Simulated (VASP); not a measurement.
# ZrSe2 in VASP: a series of runs, part 2 of 2

VASP 6.6.1. Earlier steps stand in the parts before.

### 4 Relaxation of cell and atoms, PBE+D3(BJ)

INCAR

```
  PREC = Accurate
  ENCUT = 600
  EDIFF = 1E-6
  ISMEAR = 0
  SIGMA = 0.03
  LREAL = F
  LASPH = T
  NELM = 80
  ALGO = Normal
  ISIF = 3
  LWAVE = F
  LCHARG = F
  GGA = PE
  IVDW = 12
  IBRION = 2
  NSW = 90
  EDIFFG = -0.01
  LATTICE_CONSTRAINTS = .TRUE. .TRUE. .FALSE.
```

KPOINTS

```
regular mesh
0
Gamma
  9 9 1
```

POSCAR

```
ZrSe2
1.0
    3.7980000000      0.0000000000      0.0000000000
   -1.8990000000      3.2891644800      0.0000000000
    0.0000000000      0.0000000000     21.0960000000
Se Zr
2 1
Direct
    0.6666666700      0.3333333300      0.4266211600
    0.3333333300      0.6666666700      0.5733788400
    0.0000000000      0.0000000000      0.5000000000
```

Potentials or basis: VASP PAW PBE potentials, release 64 (Se, Zr_sv).

On the command line:

```
$ cat potpaw_PBE.64/Se/POTCAR potpaw_PBE.64/Zr_sv/POTCAR > POTCAR
$ mpirun -np 1 vasp_std > vasp.out
```

OUTCAR:

```text
PREC = Accurate
   ENCUT = 600
   EDIFF = 1E-6
   ISMEAR = 0
   LREAL = F
   LASPH = T
   NELM = 80
   ISIF = 3
   GGA = PE
   IVDW = 12
   IBRION = 2
   NSW = 90
   EDIFFG = -0.01
 IVDW          = 12

 ion  position               nearest neighbor table
   1  0.667  0.333  0.427-   3 2.68   3 2.68   3 2.68
   2  0.333  0.667  0.573-   3 2.68   3 2.68   3 2.68
   3  0.000  0.000  0.500-   1 2.68   2 2.68   2 2.68   1 2.68   1 2.68   2 2.68

  LATTYP: Found a hexagonal cell.
 ALAT       =     3.7980000000
 C/A-ratio  =     5.5545023697

  Lattice vectors:

 A1 = (   3.7980000000,   0.0000000000,   0.0000000000)
 A2 = (  -1.8990000000,   3.2891644800,   0.0000000000)
 A3 = (   0.0000000000,   0.0000000000,  21.0960000000)

Analysis of symmetry for initial positions (statically):
=====================================================================
 Subroutine PRICEL returns:
 Original cell was already a primitive cell.

 Routine SETGRP: Setting up the symmetry group for a
 hexagonal supercell.

 Subroutine GETGRP returns: Found 12 space group operations
 (whereof 12 operations were pure point group operations)
 out of a pool of 24 trial point group operations.

The static configuration has the point symmetry D_3d.

Analysis of symmetry for dynamics (positions and initial velocities):
[... 125 lines left out ...]
   GGA     = PE    functional components
   LHFCALC =     F    Hartree Fock is set to
   AEXX    =    0.0000 exact exchange contribution
   IVDW    =    12    specifies the selected vdW correction
   LEPSILON=     F    determine dielectric tensor
   LRPA    =     F    only Hartree local field effects (RPA)
 conjugate gradient relaxation of ions
 non-spin polarized calculation
 Gauss-broadening in eV      SIGMA  =   0.03
  energy-cutoff  :      600.00
  volume of cell :      263.54
 maximum number of plane-waves:      8857
   NGX = 15   NGY = 15   NGZ = 85

--------------------------------------- Ionic step        1  -------------------------------------------

 number of electron      24.0000002 magnetization

 Free energy of the ion-electron system (eV)
  ---------------------------------------------------
  ext. energy  EPLUGINS =         0.00000000
  ---------------------------------------------------
  free energy    TOTEN  =       -19.57982244 eV

  energy without entropy =      -19.57982244  energy(sigma->0) =      -19.57982244

------------------------ aborting loop because EDIFF is reached ----------------------------------------

 Edisp (eV)   -0.80733

 E8    (eV) :    -0.3872
[... 237 lines left out ...]
--------------------------------------- Ionic step        7  -------------------------------------------

 number of electron      24.0000000 magnetization

 Free energy of the ion-electron system (eV)
  ---------------------------------------------------
  ext. energy  EPLUGINS =         0.00000000
  ---------------------------------------------------
  free energy    TOTEN  =       -19.58372947 eV

  energy without entropy =      -19.58372947  energy(sigma->0) =      -19.58372947

 E-fermi :  -2.4574     XC(G=0):  -3.3120

 val. band max:       -2.5996815855   @ k =   0.0000   0.0000   0.0000
 cond. band min:      -2.1921941168   @ k =   0.4444   0.0000   0.0000
 fundamental gap:      0.4074874687
 Fermi energy:        -2.4574125909

 k-point     1 :       0.0000    0.0000    0.0000
  band No.  band energies     occupation
      1     -52.0523      2.00000
      2     -30.0988      2.00000
      3     -29.9838      2.00000
      4     -29.9838      2.00000
      5     -15.6301      2.00000
      6     -14.7458      2.00000
[... 251 lines left out ...]
  FREE ENERGIE OF THE ION-ELECTRON SYSTEM (eV)
  ---------------------------------------------------
  free  energy   TOTEN  =       -20.4021566927 eV

  energy  without entropy=      -20.4021566927  energy(sigma->0) =      -20.40215669

 reached required accuracy - stopping structural energy minimisation
```

OSZICAR:

```text
N       E                     dE             d eps       ncg     rms          rms(c)
DAV:   1     0.221206593760E+03    0.22121E+03   -0.10478E+04   432   0.125E+03
DAV:   2     0.330907566405E+01   -0.21790E+03   -0.21465E+03   512   0.274E+02
DAV:   3    -0.202752675924E+02   -0.23584E+02   -0.23183E+02   704   0.861E+01
[... 63 lines left out ...]
DAV:   2    -0.195838697713E+02    0.50616E-03   -0.14844E-03   472   0.364E-01    0.840E-02
DAV:   3    -0.195837216277E+02    0.14814E-03   -0.49920E-04   488   0.166E-01    0.291E-02
DAV:   4    -0.195837273741E+02   -0.57463E-05   -0.41038E-05   560   0.392E-02    0.150E-02
DAV:   5    -0.195837296373E+02   -0.22632E-05   -0.33944E-05   632   0.309E-02    0.658E-03
DAV:   6    -0.195837294707E+02    0.16664E-06   -0.12237E-06   384   0.726E-03
   7 F= -.20402157E+02 E0= -.20402157E+02  d E =-.128540E-03
```

Run time: 7 min. Hardware: 1 thread of Intel Xeon Platinum 8488C (Sapphire Rapids), shared host; peak memory 0.47 GiB.

What came out:

| Property | Result |
| --- | --- |
| Free energy | -20.4022 eV |
| Relaxed volume | 85.97 Å³/atom |
| Relaxed cell | a = 3.757 Å, b = 3.757 Å, c = 21.096 Å, α = 90.00°, β = 90.00°, γ = 120.00° |
| Space group after relaxing (to 0.05 Å) | P-3m1 (No. 164) |
| Energy gained by relaxing | 5.0 meV/atom |
| Ionic steps | 7 |
| Largest force after relaxing | 0.008 eV/Å |
| Band gap on the k mesh | 0.41 eV, indirect (least direct gap 1.10 eV) |
| Dispersion energy per atom | -0.273 eV |

Forces in eV/Å, atoms in the order of the input:
```
Se   0.000  0.000 -0.008
Se   0.000  0.000  0.008
Zr   0.000  0.000  0.000
```

Step by step:
```
step  energy change (eV)  largest force (eV/Å)  pressure (GPa)  volume (Å³)
   1              0.0000                0.2786            0.10       263.54
   2             -0.0073                0.1931            0.06       262.05
   3             -0.0149                0.0311           -0.06       258.26
   4             -0.0149                0.0224           -0.05       258.41
   5             -0.0149                0.0153           -0.05       258.53
   6             -0.0149                0.0307            0.06       257.36
   7             -0.0150                0.0085            0.00       257.92
```

Final structure:
```
Se Zr
1.0
     3.75733    0.00000    0.00000
    -1.87867    3.25395    0.00000
     0.00000    0.00000   21.09600
Se Zr
2 1
Direct
  0.66667 0.33333 0.42448
  0.33333 0.66667 0.57552
  0.00000 0.00000 0.50000
```

As with any semilocal functional, this PBE gap is likely too small.
